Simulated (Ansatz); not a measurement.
# AlN: what symmetry allows forces and stress to be

```xyz
2
Lattice="0.0000 2.0534 2.0534 2.1348 -0.0814 2.1348 2.0534 2.0534 0.0000" Properties=species:S:1:pos:R:3 pbc="T T T"
Al    2.0755    2.0312    2.0755
N     0.0185   -0.0185    0.0185
```

Computed with Ansatz, DFT PBEsol, scalar-relativistic, plane waves, PAW.

Plane waves to 420 eV, a k mesh through Γ of 10×10×10 on the computed 2-atom cell and Gaussian smearing (0.02 eV); no spin polarisation.

This distorted cell has space group R3m, with 6 operations.

**Question.** Without a calculation: in which directions can each atom feel a force?

**Answer.** A force must be left unchanged by every operation that keeps its atom in place, so it lies in the space that those operations leave fixed. Atoms that the group maps onto each other feel forces of one size.
```tsv
atom	site symmetry	operations at the site	equivalent to atom	allowed force (Cartesian)
Al1	3m	6	1	along (0.58, -0.58, 0.58)
N2	3m	6	2	along (0.58, -0.58, 0.58)
```

That leaves 2 independent force components of 6, tied by 1 condition that the forces sum to zero, so 1 remains. A relaxation in this cell that keeps the symmetry moves the atoms in these directions alone.

**Question.** And the stress tensor?

**Answer.** It must be invariant under the point group, which leaves 2 independent components: xx = yy, xx = zz, yy = zz, yz = xy. Further linear relations between components hold in this frame.

**Question.** Do the computed values obey this?

**Answer.** Yes. Forces (eV/Å):
```
Al1  0.115 -0.115  0.115
N2  -0.115  0.115 -0.115
```

Stress (GPa, compression positive, xx yy zz yz xz xy): -21.21 -21.21 -21.21 10.87 -10.87 10.87. The program imposes the same operations on density, forces and stress, so this confirms the analysis and is no independent test of the calculation.

This rock-salt form isn't the usual stable structure of the compound.